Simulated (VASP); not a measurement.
# KBr (Fm-3m) in VASP: settings compared

Aim: see how the results for KBr move with the level of theory and the settings. Levels: PBE, LDA, PBEsol, HSE06. Tasks: relaxation of the atoms, relaxation of cell and atoms.

Program: VASP 6.6.1. These are calculated values, not measurements. Logs are shortened: lines on timing, memory, paths and dates and some standing lists are left out, and cuts for length are marked.

## 1. Starting point

It takes space group Fm-3m (No. 225, cubic). Conventional cell: a = 6.600 Å, b = 6.600 Å, c = 6.600 Å, α = 90.00°, β = 90.00°, γ = 90.00°. K (site symmetry m-3m) has 6 Br at 3.30 Å as nearest neighbours. Br (site symmetry m-3m) has 6 K at 3.30 Å as nearest neighbours.

## 2. Relaxation of the atoms, PBE (a relaxed cell with its volume scaled by 1.06)

INCAR

```
SYSTEM = KBr
ALGO = Normal
EDIFF = 1E-7
EDIFFG = -0.01
ENCUT = 300
GGA = PE
IBRION = 2
ISIF = 2
ISMEAR = 0
LASPH = .True.
LCHARG = .False.
LREAL = .False.
LWAVE = .False.
NELM = 80
NSW = 40
PREC = Accurate
SIGMA = 0.03
```

KPOINTS

```
k-points
0
Gamma
  4 4 4
  0 0 0
```

POSCAR

```
KBr                                     
1.0
    0.0000000000      3.4339295664      3.4339295664
    3.4339295664     -0.0000000000      3.4339295664
    3.4339295664      3.4339295664      0.0000000000
  K               Br            
     1     1
Direct
     0.0000000000000000    0.0000000000000000    1.0000000000000000
     0.5000000000000000    0.5000000000000000    0.5000000000000000
```

Potentials or basis: VASP PAW PBE potentials, release 64 (K_pv, Br).

On the command line:

```bash
$ cat potpaw_PBE.64/K_pv/POTCAR potpaw_PBE.64/Br/POTCAR > POTCAR
$ mpirun -np 1 vasp_std > vasp.out
```

OUTCAR:

```text
SYSTEM = KBr
   EDIFF = 1E-7
   EDIFFG = -0.01
   ENCUT = 300
   GGA = PE
   IBRION = 2
   ISIF = 2
   ISMEAR = 0
   LASPH = .True.
   LREAL = .False.
   NELM = 80
   NSW = 40
   PREC = Accurate

 ion  position               nearest neighbor table
   1  0.000  0.000  0.000-   2 3.43   2 3.43   2 3.43   2 3.43   2 3.43   2 3.43
   2  0.500  0.500  0.500-   1 3.43   1 3.43   1 3.43   1 3.43   1 3.43   1 3.43

  LATTYP: Found a face centered cubic cell.
 ALAT       =     6.8678591328

  Lattice vectors:

 A1 = (   0.0000000000,   3.4339295664,   3.4339295664)
 A2 = (   3.4339295664,   0.0000000000,   3.4339295664)
 A3 = (   3.4339295664,   3.4339295664,   0.0000000000)

Analysis of symmetry for initial positions (statically):
=====================================================================
 Subroutine PRICEL returns:
 Original cell was already a primitive cell.

 Routine SETGRP: Setting up the symmetry group for a
 face centered cubic supercell.

 Subroutine GETGRP returns: Found 48 space group operations
 (whereof 48 operations were pure point group operations)
 out of a pool of 48 trial point group operations.

The static configuration has the point symmetry O_h .

Analysis of symmetry for dynamics (positions and initial velocities):
=====================================================================
 Subroutine PRICEL returns:
 Original cell was already a primitive cell.

 Routine SETGRP: Setting up the symmetry group for a
 face centered cubic supercell.

 Subroutine GETGRP returns: Found 48 space group operations
 (whereof 48 operations were pure point group operations)
 out of a pool of 48 trial point group operations.

The dynamic configuration has the point symmetry O_h .

 Subroutine INISYM returns: Found 48 space group operations
 (whereof 48 operations are pure point group operations),
 and found     1 'primitive' translations

----------------------------------------------------------------------------------------

                                     Primitive cell

  volume of cell :      80.9849

  direct lattice vectors                    reciprocal lattice vectors
     0.000000000  3.433929566  3.433929566    -0.145605782  0.145605782  0.145605782
     3.433929566  0.000000000  3.433929566     0.145605782 -0.145605782  0.145605782
     3.433929566  3.433929566  0.000000000     0.145605782  0.145605782 -0.145605782

  length of vectors
     4.856309765  4.856309765  4.856309765     0.252196612  0.252196612  0.252196612

  position of ions in fractional coordinates (direct lattice)
[... 73 lines left out ...]
   NELECT =      14.0000    total number of electrons
   NUPDOWN=      -1.0000    fix difference up-down
   EMIN   =  10.00;   EMAX   =-10.00  energy-range for DOS
   EFERMI =   0.00;   METHOD = LEGACY
   ISMEAR =     0;   SIGMA  =   0.03  broadening in eV -4-tet -1-fermi 0-gaus
   EFERMI_NEDOS =   21; number of points for ismear=-14 and -15
   IALGO  =     38    algorithm
   IMIX   =      4    mixing-type and parameters
     AMIX     =   0.40;   BMIX     =  1.00
     AMIX_MAG =   1.60;   BMIX_MAG =  1.00
  volume/ion in A,a.u.               =      40.49       273.26
  Fermi-wavevector in a.u.,A,eV,Ry     =   0.911975  1.723382 11.315936  0.831698
  Thomas-Fermi vector in A             =   2.036317
   LORBIT       =      0    0 simple, 1 ext, 2 COOP (PROOUT), +10 PAW based schemes
   GGA     = PE    functional components
   LHFCALC =     F    Hartree Fock is set to
   AEXX    =    0.0000 exact exchange contribution
   IVDW    =     0    specifies the selected vdW correction
   LEPSILON=     F    determine dielectric tensor
   LRPA    =     F    only Hartree local field effects (RPA)
 conjugate gradient relaxation of ions
 non-spin polarized calculation
 Gauss-broadening in eV      SIGMA  =   0.03
  energy-cutoff  :      300.00
  volume of cell :       80.98
 maximum number of plane-waves:       982
   NGX = 13   NGY = 13   NGZ = 13

 number of electron      13.9999991 magnetization

 Free energy of the ion-electron system (eV)
  ---------------------------------------------------
  ext. energy  EPLUGINS =         0.00000000
  ---------------------------------------------------
  free energy    TOTEN  =        -6.17439808 eV

  energy without entropy =       -6.17439808  energy(sigma->0) =       -6.17439808

 E-fermi :  -2.9521     XC(G=0):  -6.8815

 val. band max:       -3.1460977436   @ k =   0.0000   0.0000   0.0000
 cond. band min:       0.9815964947   @ k =   0.0000   0.0000   0.0000
 fundamental gap:      4.1276942383
 Fermi energy:        -2.9520766921

 k-point     1 :       0.0000    0.0000    0.0000
  band No.  band energies     occupation
      1     -15.3172      2.00000
      2     -14.6609      2.00000
      3     -14.6609      2.00000
      4     -14.6609      2.00000
      5      -3.1461      2.00000
      6      -3.1461      2.00000
      7      -3.1461      2.00000
      8       0.9816      0.00000
      9       4.4105      0.00000
     10       4.4105      0.00000
     11       4.4105      0.00000
[... 85 lines left out ...]
 k-point     8 :      -0.2500    0.5000    0.2500
  band No.  band energies     occupation
      1     -15.3281      2.00000
      2     -14.6989      2.00000
      3     -14.6989      2.00000
      4     -14.5784      2.00000
      5      -3.6420      2.00000
      6      -3.6420      2.00000
      7      -3.5724      2.00000
      8       4.0894      0.00000
      9       4.0894      0.00000
     10       4.6346      0.00000
     11       5.3815      0.00000

------------------------ aborting loop because EDIFF is reached ----------------------------------------

  FORCE on cell =-STRESS in cart. coord.  units (eV):
  Direction    XX          YY          ZZ          XY          YZ          ZX
  --------------------------------------------------------------------------------------
  -------------------------------------------------------------------------------------
  Total       -0.3392065     -0.3392065     -0.3392065      0.0000000      0.0000000      0.0000000
  in kB       -6.7107434     -6.7107434     -6.7107434      0.0000000      0.0000000      0.0000000
  external PRESSURE =      -6.7107434 kB  Pullay stress =       0.0000000 kB

 VOLUME and BASIS-vectors are now :
 -----------------------------------------------------------------------------
  energy-cutoff  :      300.00
  volume of cell :       80.98
      direct lattice vectors                 reciprocal lattice vectors
     0.000000000  3.433929566  3.433929566    -0.145605782  0.145605782  0.145605782
     3.433929566  0.000000000  3.433929566     0.145605782 -0.145605782  0.145605782
     3.433929566  3.433929566  0.000000000     0.145605782  0.145605782 -0.145605782

 POSITION                                       TOTAL-FORCE (eV/Angst)
 -----------------------------------------------------------------------------------
      0.00000      0.00000      0.00000         0.000000     -0.000000     -0.000000
      3.43393      3.43393      3.43393        -0.000000      0.000000      0.000000
 -----------------------------------------------------------------------------------
    total drift:                                0.000000      0.000000      0.000000

  FREE ENERGIE OF THE ION-ELECTRON SYSTEM (eV)
  ---------------------------------------------------
  free  energy   TOTEN  =        -6.1743980772 eV

  energy  without entropy=       -6.1743980772  energy(sigma->0) =       -6.17439808

 reached required accuracy - stopping structural energy minimisation
```

CONTCAR:

```text
KBr
   1.00000000000000
     0.0000000000000000    3.4339295663999998    3.4339295663999998
     3.4339295663999998    0.0000000000000000    3.4339295663999998
     3.4339295663999998    3.4339295663999998    0.0000000000000000
  K               Br
     1     1
Direct
     0.0000000000000000    0.0000000000000000    0.0000000000000000
     0.5000000000000000    0.5000000000000000    0.5000000000000000

  0.00000000E+00  0.00000000E+00  0.00000000E+00
  0.00000000E+00  0.00000000E+00  0.00000000E+00
```

It took 9.4 s on 1 thread of Intel Xeon Platinum 8175M at 2.50GHz (Skylake/Cascade Lake), shared host; peak memory 0.15 GiB.

What came out:

- Free energy: -6.1744 eV
- Pressure after relaxing: -0.7 GPa
- Band gap on the k mesh: 4.13 eV, direct

Final structure:
```yaml
crystal:
  lattice:
    - [0.00000, 3.43393, 3.43393]
    - [3.43393, 0.00000, 3.43393]
    - [3.43393, 3.43393, 0.00000]
  atoms:
    - { symbol: K, position: [0.00000, 0.00000, 0.00000] }
    - { symbol: Br, position: [0.50000, 0.50000, 0.50000] }
```

Levels at points of the mesh, in eV from the valence-band top:
```csv
k point,band 5,band 6,band 7,band 8,band 9,band 10
"(0.00, 0.00, 0.00)",0.00,0.00,0.00,4.13,7.56,7.56
"(0.50, 0.00, 0.00)",-0.97,-0.25,-0.25,6.33,7.77,9.50
"(0.50, 0.50, 0.00)",-0.69,-0.25,-0.25,5.96,6.76,8.87
```

Caveat: the relaxation stopped at its first step, so nothing moved.

(Part 1 of 2 ends here.)
